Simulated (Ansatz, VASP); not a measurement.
## GaP: VASP beside Ansatz

One calculation is typed for both programs; each brings its own data sets. How far apart do they land? The structure shown is the start of the Ansatz relaxation below; VASP solves that cell, so the two are compared at the walk's first step.

Calculated with Ansatz 0.2.0; plane waves, with VASP 6.6.1 beside it; single point at LDA.

**1. The starting structure**

Symmetry: Imm2, No. 44, orthorhombic system. Conventional cell: a = 3.812 Å, b = 3.889 Å, c = 5.368 Å, α = 90.00°, β = 90.00°, γ = 90.00°. Nearest to P lie 4 Ga at 2.34 to 2.36 Å. Ga has 4 P at 2.34 to 2.36 Å nearest. Farther neighbours are not listed.

**2. Ansatz: relaxation, LDA**

Ansatz runs on its PAW soft_1 files.

The two programs are compared at the cell with which this relaxation starts, whose forces are those of its first step.

The input, input.yaml:

```yaml
crystal:
  lattice:
    - [0.0272311007, 2.7223887049, 2.6838214149]
    - [2.7223887049, 0.0272311007, 2.6838214149]
    - [2.7496198055, 2.7496198055, -1.0e-10]
  atoms:
    - { symbol: P, position: [0.750722903, 0.750722903, 0.749277097] }
    - { symbol: Ga, position: [-0.000722903, -0.000722903, 0.000722903] }
  conventional_axes: [[0, 0, 1], [1, -1, 0], [1, 1, -1]]
kpoints:
  mp_grid: { grid: [12, 12, 12] }
hamiltonian:
  xc: lda
  pseudopotentials: { kind: paw, azcp: { folder: soft_1 }, xc_functional: pbe }
scf:
  occupations: { method: gaussian, width: 0.02 }
output:
  forces: true
  stress: true
  eigenvalues: true
relax:
  adjacent_minimum: "off"
  f_tol: 0.001
  max_steps: 60
  cell: { stress_tol: 0.01, fix: [a, angles] }
```

Started as:

```
> ansatz run input.yaml --threads 4 --pin off --max-ram 10240MiB --backend cpu --events-out ev --progress --plain --runs-dir out
```

Numbers of over 12 decimals in the logs are rounded to 6 here.

What it wrote:

```text
Engine: ansatz 0.2.0, aarch64-unknown-linux-gnu
Pseudopotentials: kind: paw
Pseudopotential: P, paw, valence charge 5, recommended cutoff 420 eV (normal), soft_1/P.paw.azcp
Pseudopotential: Ga, paw, valence charge 13, recommended cutoff 420 eV (normal), soft_1/Ga.paw.azcp
Functional definition: SPW92
  exchange = slater_x
  correlation = pw_c
Crystal: 2 atoms, lattice volume = 39.778 Å³
Basis set: ecut = 420 eV, 765 PW (Γ)
Bands: 13, of which v1, the nominal top of the filled ones, is band 9 counted from 1 (8 counted from 0)
Symmetry: 4 space group operations
Space group: Imm2 (ITA 44), of the structure as read, at distance tolerance 3.4e-5 Å
k-points: 280 of 1728 (time reversal used)
Non-local potential: P, projectors of the file, l = 0: 2, l = 1: 2, l = 2: 1
Non-local potential: Ga, projectors of the file, l = 0: 2, l = 1: 2, l = 2: 3, l = 3: 1
PAW form: soft (Blöchl's): semilocal exchange-correlation on the pseudo side does not see the compensation charge
PAW frozen core: P, regenerated for the run's functional, and the local potential with it (the file was generated under x = pbe(κ = 0.804, μ = 0.219515), c = pbe(β = 0.066725))
PAW frozen core: Ga, regenerated for the run's functional, and the local potential with it (the file was generated under x = pbe(κ = 0.804, μ = 0.219515), c = pbe(β = 0.066725))
PAW one-centre angular grid: P, 110 points (default); XC on 64 Gauss nodes
PAW one-centre angular grid: Ga, 590 points (default); XC on 64 Gauss nodes
Initial density: superposition of atomic densities (chi_scale 0.1, normalization cell, long waves kept (reshape's long-wave potential 0.00 eV rms))
Initial wavefunctions: pseudopotential atomic-orbital guess
Functional: x = slater, c = lda
SCF iter   1: F=—  HF=-4433.955539 eV  |F-HF|=—  |Δ(HF+E_count)|=         —  Δρ=4.42e-2  dr2=6.51e-1  ethr=3.10e-3  ⟨swp⟩=6.4  Hψ=25464  notcnv=0
preconditioner: auto → none  [insulator: Δε(μ)=1.707 eV  Ē_g=15.444 eV  σ=0.020 eV  W_gap=1.00  n_scr=14 (ndim 8)  ℏωp=25.0 eV  f_vac=0.000  D(μ)=0.00/eV (n_scr^D=0)  ε∞_Penn≈3.6]
SCF iter   2: F=—  HF=-4433.783531 eV  |F-HF|=—  |Δ(HF+E_count)|=   1.72e-1  Δρ=2.00e-2  dr2=9.03e-2  ethr=3.10e-3  ⟨swp⟩=2.1  Hψ=7206  notcnv=0
SCF iter   3: F=—  HF=-4433.769699 eV  |F-HF|=—  |Δ(HF+E_count)|=   1.38e-2  Δρ=5.19e-3  dr2=1.08e-2  ethr=5.02e-4  ⟨swp⟩=3.0  Hψ=7267  notcnv=0
SCF iter   4: F=—  HF=-4433.765632 eV  |F-HF|=—  |Δ(HF+E_count)|=   4.07e-3  Δρ=2.26e-3  dr2=7.29e-4  ethr=6.02e-5  ⟨swp⟩=3.0  Hψ=7803  notcnv=0
SCF iter   5: F=—  HF=-4433.765312 eV  |F-HF|=—  |Δ(HF+E_count)|=   3.20e-4  Δρ=5.22e-4  dr2=4.14e-5  ethr=4.05e-6  ⟨swp⟩=2.0  Hψ=7191  notcnv=0
SCF iter   6: F=—  HF=-4433.765312 eV  |F-HF|=—  |Δ(HF+E_count)|=   7.27e-7  Δρ=3.05e-5  dr2=2.38e-7  ethr=2.30e-7  ⟨swp⟩=2.4  Hψ=4571  notcnv=0
SCF iter   7: F=-4433.765311 eV  HF=-4433.765312 eV  |F-HF|=6.95e-9  |Δ(HF+E_count)|=   1.06e-7  Δρ=6.23e-6  dr2=1.36e-8  ethr=5.56e-10  ⟨swp⟩=6.6  Hψ=18758  notcnv=0
SCF 1 converged in 7 iterations: F = -4433.765311 eV  dr2 = 1.36e-8
  greatest PAW one-centre occupation: 0.994 electrons in one spin orbital (limit 2), on the Ga atom at site 1 (counted from 0), in its partial waves of l = 2
relax step   1: F+E_penalty+E_count = -4433.76531150 eV  Δ(F+E_penalty+E_count) = +0.000e0 eV  max|allowed force component| = 7.194e-2 eV/Å  Δτ_max = 0.0000 Å  P = -1.303 GPa  Ω = 39.778 Å³  fix = [a, alpha, beta, gamma]  reactions: a -3.247 GPa  (7 SCF iters, dr2 threshold 1.00e-7 eV, accepted)
[...]
relax step   2: F+E_penalty+E_count = -4433.76587542 eV  Δ(F+E_penalty+E_count) = -5.639e-4 eV  max|allowed force component| = 2.911e-2 eV/Å  Δτ_max = 0.0023 Å  P = -1.003 GPa  Ω = 39.631 Å³  energy of the carried Pulay correction = +1.860e-5 eV  fix = [a, alpha, beta, gamma]  reactions: a -2.921 GPa  (4 SCF iters, dr2 threshold 2.00e-7 eV, accepted)
[...]
relax step   3: F+E_penalty+E_count = -4433.76594090 eV  Δ(F+E_penalty+E_count) = -6.548e-5 eV  max|allowed force component| = 1.222e-3 eV/Å  Δτ_max = 0.0014 Å  P = -0.920 GPa  Ω = 39.590 Å³  energy of the carried Pulay correction = +2.394e-5 eV  fix = [a, alpha, beta, gamma]  reactions: a -2.775 GPa  (3 SCF iters, dr2 threshold 5.30e-8 eV, accepted)
[...]
relax step   4: F+E_penalty+E_count = -4433.76594075 eV  Δ(F+E_penalty+E_count) = +1.514e-7 eV  max|allowed force component| = 8.164e-6 eV/Å  Δτ_max = 0.0000 Å  P = -0.925 GPa  Ω = 39.592 Å³  energy of the carried Pulay correction = +2.366e-5 eV  fix = [a, alpha, beta, gamma]  reactions: a -2.774 GPa  (4 SCF iters, dr2 threshold 2.72e-10 eV, accepted)
[...]
relax step   5: F+E_penalty+E_count = -4433.76591867 eV  Δ(F+E_penalty+E_count) = +2.208e-5 eV  max|allowed force component| = 4.182e-6 eV/Å  Δτ_max = 0.0000 Å  P = -0.925 GPa  Ω = 39.592 Å³  fix = [a, alpha, beta, gamma]  reactions: a -2.774 GPa  stress off target by 2.25e-4 GPa on what of the cell is left free  SCF on the basis re-selected at this cell (its energy is not comparable with the rows above)  (6 SCF iters)
basis re-selected at this cell: Δ(F+E_penalty+E_count) = +2.208e-5 eV, ΔP = -0.000 GPa vs the last step (what re-selecting the basis moved, of the pressure what is left beyond the Pulay correction that the steps carried, after the strain that the cell walked since its last selection, with what the two solves' SCF thresholds leave and, on support functions, any second-order correction that the steps lacked; it is no m [...]
SCF converged after 6 iterations
Free energy (F): -4433.765919 eV
Harris-Foulkes:  -4433.765919 eV  (|F-HF|=0.00e0)
Internal energy: -4433.765919 eV  (E = F + TS)
E sigma→0 (E₀):  -4433.765919 eV
Fermi energy:    7.770744 eV
--- Per-component energies (eV) ---
  E_band       = -60.557464
  E_kinetic    = 181.743885
  E_local      = -1665.700699  (includes V_loc(G=0)·N_el)
  E_nonlocal   = -57.347498
  E_hartree    = 1008.971057
  E_xc         = -135.762026
  E_vxc        = -118.351947  (∫ρ·V_xc dr)
  E_paw        = -2445.069575  (= ΣΔE_a)
  E_vpaw       = -418.843100  (= ΣTr[D̂ρ^β])
  E_aug_tail   = -0.000217  (compensation charges beyond the density's cutoff)
  E_ewald      = -1322.446678
  E_core_change = 1.845833  (= ΣΔE_core)
  E_smearing   = -0.000000  (= −TS)
  E_closure    = 0.000000  (closes the sum)
  Σ components = -4433.765919   (vs F -4433.765919, Δ=0.00e0)
--- Forces (eV/Å), atoms counted from 1 ---
  atom   1  P      0.00000000    -0.00000000    -0.00000425
  atom   2  Ga     0.00000000     0.00000000     0.00000411
  max |Σ_I F_I| component: 1.37e-7 eV/Å
--- Stress (GPa, compression-positive) ---
       -1.387243      -1.387018       0.000000
       -1.387018      -1.387243       0.000000
        0.000000       0.000000      -0.000149
  P = ⅓ Tr σ = -0.9249 GPa (-9.249 kbar)
--- Band table (eV; the first three rows and the last of 280) ---
  k-point 0: bands = [... 5 lower, -5.5765, 7.0002, 7.1515, 7.1743, 8.8820, 10.7925, 10.8859, 11.0273]
  k-point 1: bands = [... 5 lower, -5.4848, 6.1097, 7.0146, 7.0330, 9.4226, 10.9657, 11.0829, 11.1954]
  k-point 2: bands = [... 5 lower, -5.2159, 4.5860, 6.7537, 6.7587, 9.5246, 11.3827, 11.5584, 12.0414]
  k-point 279: bands = [... 5 lower, -2.4168, 0.2430, 4.1156, 4.3609, 8.3768, 8.7515, 17.6515, 17.7517]
--- Relaxed structure (4 steps of the walk, 4 accepted, 1 SCFs on fresh bases) ---
  F+E_penalty+E_count = -4433.76591867 eV   max|allowed force component| = 4.182e-6 eV/Å   (the final SCF, on the basis selected at the relaxed cell)
  cell:  # Å, volume = 39.5918 Å³
    - [0.027463, 2.722157, 2.671730]
    - [2.722157, 0.027463, 2.671730]
    - [2.749620, 2.749620, -1.012259597428137e-10]
  atoms:
    - { symbol: P, position: [0.751427, 0.751427, 0.748573] }
    - { symbol: Ga, position: [-0.00142708, -0.00142708, 0.00142708] }
```

**3. VASP: single point, LDA, start cell, pair 1**

The same cell, functional (in two slightly different forms), mesh and smearing now go to VASP, with its own data sets.

Lines of VASP's logs that name or quote its potential files are left out, and so is its time.

The input, INCAR:

```
SYSTEM = GaP
PREC = Accurate
ENCUT = 400
EDIFF = 1E-06
NELM = 120
ISMEAR = 0
SIGMA = 0.02
LREAL = .FALSE.
ALGO = Normal
GGA = CA
NBANDS = 15
LORBIT = 11
LWAVE = .FALSE.
LCHARG = .FALSE.
ISIF = 2
LASPH = .TRUE.
GGA_COMPAT = .FALSE.
EFERMI = MIDGAP
KPAR = 2
```

The input, POSCAR:

```
GaP
1.0
    0.0272310000      2.7223890000      2.6838210000
    2.7223890000      0.0272310000      2.6838210000
    2.7496200000      2.7496200000      0.0000000000
P Ga
1 1
Direct
    0.7507229431      0.7507229431      0.7492770569
    0.9992771500      0.9992771500      0.0007228500
```

The input, KPOINTS:

```
Automatic mesh
0
Gamma
12 12 12
0 0 0
```

The projector-augmented-wave data sets are P and Ga_d (LDA family, release 64).

Started as:

```
> mpirun -np 2 vasp_std
```

What it wrote:

```text
[banner, memory and clock lines left out]
running    2 mpi-ranks, on    1 nodes
 distrk:  each k-point on    1 cores,    2 groups
 distr:  one band on    1 cores,    1 groups

 POSCAR found type information on POSCAR P Ga
 POSCAR found :  2 types and       2 ions
 LDA part: xc-table for (Slater(with rela. corr.)+CA(PZ))
 , standard interpolation
 POSCAR, INCAR and KPOINTS ok, starting setup
 FFT: planning ... GRIDC
 FFT: planning ... GRID_SOFT
 FFT: planning ... GRID
 WAVECAR not read
 entering main loop
       N       E                     dE             d eps       ncg     rms          rms(c)
DAV:   1     0.715805628179E+02    0.71581E+02   -0.80217E+03  8683   0.150E+03
DAV:   2    -0.530451053711E+01   -0.76885E+02   -0.73671E+02  9653   0.283E+02
DAV:   3    -0.106836018826E+02   -0.53791E+01   -0.53615E+01 10437   0.636E+01
DAV:   4    -0.107704971295E+02   -0.86895E-01   -0.86868E-01 10594   0.879E+00
DAV:   5    -0.107723266971E+02   -0.18296E-02   -0.18294E-02 10989   0.109E+00    0.440E+00
DAV:   6    -0.104990713369E+02    0.27326E+00   -0.38533E-01 13031   0.111E+01    0.284E+00
DAV:   7    -0.104504083719E+02    0.48663E-01   -0.90199E-02 10855   0.216E+00    0.106E+00
DAV:   8    -0.104457503992E+02    0.46580E-02   -0.12048E-02 10930   0.126E+00    0.199E-01
DAV:   9    -0.104457157478E+02    0.34651E-04   -0.10332E-03 12563   0.422E-01    0.642E-02
DAV:  10    -0.104457143182E+02    0.14297E-05   -0.50743E-05 12838   0.840E-02    0.256E-02
DAV:  11    -0.104457205038E+02   -0.61857E-05   -0.86232E-06 10464   0.431E-02    0.726E-03
DAV:  12    -0.104457202879E+02    0.21596E-06   -0.53541E-07  7259   0.801E-03
   1 F= -.10445720E+02 E0= -.10445720E+02  d E =0.000000E+00
```

Parts of OUTCAR (step 3):

```text
ion  position               nearest neighbor table
   1  0.751  0.751  0.749-   2 2.34   2 2.34   2 2.36   2 2.36
   2  0.999  0.999  0.001-   1 2.34   1 2.34   1 2.36   1 2.36

  LATTYP: Found a body centered orthorhombic cell.
 ALAT       =     3.8115289963
 B/A-ratio  =     1.0202073496
 C/A-ratio  =     1.4082647686

 Subroutine GETGRP returns: Found  4 space group operations
 (whereof  4 operations were pure point group operations)

The static configuration has the point symmetry C_2v.

 Found    280 irreducible k-points:

   k-points           NKPTS =    280   k-points in BZ     NKDIM =    280   number of bands    NBANDS=     15

   dimension x,y,z NGX =    28 NGY =   28 NGZ =   28
   dimension x,y,z NGXF=    56 NGYF=   56 NGZF=   56

   ENCUT  =  400.0 eV  29.40 Ry    5.42 a.u.   6.23  6.23  6.34*2*pi/ulx,y,z

   NELECT =      18.0000    total number of electrons

 k-points in reciprocal lattice and weights: Automatic mesh
   0.00000000  0.00000000  0.00000000       0.001
   0.08333333 -0.00000000  0.00000000       0.002
   0.16666667  0.00000000  0.00000000       0.002
   0.25000000 -0.00000000  0.00000000       0.002
   0.33333333 -0.00000000  0.00000000       0.002
   0.41666667  0.00000000  0.00000000       0.002
   0.50000000 -0.00000000  0.00000000       0.001
   0.08333333  0.08333333  0.00000000       0.001
   0.16666667  0.08333333  0.00000000       0.002
[...]
0.25000000  0.25000000  0.50000000       0.001
  -0.25000000  0.25000000  0.50000000       0.001

 average (electrostatic) potential at core
       1 -84.4604       2 -66.3998

 E-fermi :   5.3609

 k-point     1 :       0.0000    0.0000    0.0000
  band No.  band energies     occupation
    ...
      5      -9.9436      2.00000
      6      -7.9565      2.00000
      7       4.6076      2.00000
      8       4.7132      2.00000
      9       4.7343      2.00000
     10       6.4506      0.00000
     11       8.3584      0.00000
     12       8.4731      0.00000
     13       8.6183      0.00000
     14      13.2629      0.00000
    ...

 k-point     2 :       0.0833   -0.0000    0.0000
  band No.  band energies     occupation
    ...
      5      -9.9437      2.00000
      6      -7.8623      2.00000
      7       3.8040      2.00000
      8       4.4862      2.00000
      9       4.6086      2.00000
     10       6.9064      0.00000
     11       8.5399      0.00000
     12       8.6989      0.00000
     13       8.7815      0.00000
     14      13.7462      0.00000
    ...

 k-point     3 :       0.1667    0.0000    0.0000
  band No.  band energies     occupation
    ...
      5      -9.9435      2.00000
      6      -7.5857      2.00000
      7       2.2900      2.00000
      8       4.2036      2.00000
      9       4.3313      2.00000
     10       6.9511      0.00000
     11       8.9370      0.00000
     12       9.1059      0.00000
     13       9.7089      0.00000
     14      13.4751      0.00000
    ...

  Total       -0.4416028     -0.4416028     -0.1772073     -0.3949350      0.0000000      0.0000000
  in kB      -17.7869685    -17.7869685     -7.1375922    -15.9072722      0.0000000      0.0000000
  external PRESSURE =     -14.2371764 kB  Pullay stress =       0.0000000 kB

  energy-cutoff  :      400.00
  volume of cell :       39.78
      direct lattice vectors                 reciprocal lattice vectors
     0.027231000  2.722389000  2.683821000    -0.185517881  0.185517881  0.186301545
     2.722389000  0.027231000  2.683821000     0.185517881 -0.185517881  0.186301545
     2.749620000  2.749620000  0.000000000     0.181843309  0.181843309 -0.186301545

 POSITION                                       TOTAL-FORCE (eV/Angst)
 -----------------------------------------------------------------------------------
      4.12443      4.12443      4.02961         0.000000      0.000000      0.072136
      2.74962      2.74962      5.36376        -0.000000     -0.000000     -0.072136
 -----------------------------------------------------------------------------------
    total drift:                               -0.000001     -0.000001      0.000150

  FREE ENERGIE OF THE ION-ELECTRON SYSTEM (eV)
  ---------------------------------------------------
  free  energy   TOTEN  =       -10.4457202879 eV

  energy  without entropy=      -10.4457202879  energy(sigma->0) =      -10.44572029

 total charge
# of ion       s       p       d       tot
------------------------------------------
    1        1.024   1.523   0.000   2.547
    2        0.877   0.878  10.014  11.769
--------------------------------------------------
tot          1.901   2.401  10.014  14.316

[... 3 further parts left out ...]
```

The run ends at a pressure of -1.42 GPa, with forces up to 0.072 eV/Å.

**4. Differences**

Known differences besides the potentials themselves: the two LDA forms differ slightly; the cutoff is 420 eV in Ansatz and 400 eV in VASP; VASP's log shows a relativistic correction to its local exchange, Ansatz's none. Total energies have different zeros and are not compared.

Forces (eV/Å; atoms numbered as in POSCAR):

| atom | Ansatz x, y, z | VASP x, y, z |
| --- | --- | --- |
| P1 | 0.000, 0.000, 0.072 | 0.000, 0.000, 0.072 |
| Ga2 | 0.000, 0.000, -0.072 | 0.000, 0.000, -0.072 |

The forces differ by 0.1 meV/Å r.m.s., which is 0.3 % of the r.m.s. force of 0.042 eV/Å (both taken over all components).

**5. What the set-up changes**

Further runs change the set-up of one program: Ansatz's method, potentials or start, or VASP's data sets, cutoff or form of LDA. The table gives that difference for each run.

| run | r.m.s. force difference (meV/Å) |
| --- | --- |
| as above | 0.11 |
| VASP with a cutoff of 500 eV (perhaps on Ansatz's relaxed cell) | 0.19 |

**6. Ansatz: relaxation, LDA**

The two programs are compared at the cell with which this relaxation starts, whose forces are those of its first step. The cell compared in this pair holds 39.98 Å³, against 39.78 Å³ for the pair before.

The structure compared here is the start of the Ansatz relaxation; VASP solves that cell, so the two are compared at the walk's first step.

input.yaml, the sections that differ from step 2:

```yaml
crystal:
  lattice:
    - [0.040941452, 2.7356354105, 2.6717303811]
    - [2.7356354105, 0.040941452, 2.6717303811]
    - [2.7765768624, 2.7765768624, -1.0e-10]
  atoms:
    - { symbol: P, position: [0.7514270846, 0.7514270846, 0.7485729154] }
    - { symbol: Ga, position: [-0.0014270846, -0.0014270846, 0.0014270846] }
  conventional_axes: [[0, 0, 1], [1, -1, 0], [1, 1, -1]]
# kpoints, hamiltonian, scf, output, relax: as in step 2
```

Started as:

```
> ansatz run input.yaml --threads 4 --pin off --max-ram 10240MiB --backend cpu --events-out ev --progress --plain --runs-dir out
```

What it wrote:

```text
[...]
Crystal: 2 atoms, lattice volume = 39.980 Å³
Basis set: ecut = 420 eV, 781 PW (Γ)
Bands: 13, of which v1, the nominal top of the filled ones, is band 9 counted from 1 (8 counted from 0)
Symmetry: 4 space group operations
[...]
k-points: 280 of 1728 (time reversal used)
[...]
k-point 279: bands = [... 5 lower, -2.4389, 0.2460, 3.9732, 4.3320, 8.2037, 8.7141, 17.5195, 17.6738]
--- Relaxed structure (4 steps of the walk, 4 accepted, 1 SCFs on fresh bases) ---
[...]
cell:  # Å, volume = 39.7912 Å³
    - [0.041114, 2.735463, 2.659461]
    - [2.735463, 0.041114, 2.659461]
    - [2.776577, 2.776577, -1.0196236662667584e-10]
  atoms:
    - { symbol: P, position: [0.752112, 0.752112, 0.747888] }
    - { symbol: Ga, position: [-0.00211165, -0.00211165, 0.00211165] }
[key lines of the parts left out:]
SCF converged after 6 iterations
Free energy (F): -4433.757642 eV
Fermi energy:    7.670673 eV
P = ⅓ Tr σ = -1.3549 GPa (-13.549 kbar)
```

(Continued in part 2 of 2.)

[Lines on the potential files, build, host, timing and source positions are cut from VASP's logs without a mark.]

[Logs are printed without paths, hosts, clocks, repeated set-up lines and the standing remarks that a program may print on its own settings, such as how far it seeks lower states.]

[Hosts, paths, dates, database ids (printed as entryN), source tags and the programs' standing remarks are cut or masked in the printed files.]

[Rows of further runs with another cutoff or data set may stand on the cell that Ansatz relaxed, not on the start cell of the pair above them.]
